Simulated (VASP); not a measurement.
Runs of VASP 6.6.1 on Re. The structure is cubic, space group Fm-3m (No. 225). Conventional cell: a = 3.950 Å, b = 3.950 Å, c = 3.950 Å, α = 90.00°, β = 90.00°, γ = 90.00°. Re (site symmetry m-3m) has 12 Re at 2.79 Å as nearest neighbours. This isn't the form of Re at room conditions, which is hcp.

```csv
task,cell,gap on the mesh (eV),pressure (GPa)
electric field gradients,"volume scaled by 1.06, PAW files",none,-26.2
electric field gradients,"volume scaled by 0.97, PAW files",none,0.8
electric field gradients,"volume scaled by 1.03, PAW files",none,-18.7
single point,as given,none,(a)
```

Alike in all rows: level PBE; potentials or basis VASP PAW PBE potentials, release 64 (Re); no spin polarisation; k mesh 14 × 14 × 14; cutoff (eV) 520; smearing fermi-dirac 0.05 eV.

**Question.** Estimate the missing entries.

**Answer.** (a) -9.8.

Caveats: so large a pressure means that the cell lies far from this level's equilibrium, or that cutoff or potentials fall short (some runs).

A k mesh can miss the band edges, and the runs leave out spin-orbit coupling on Re.

A gap of «none» marks a metal or a gap under the smearing width.
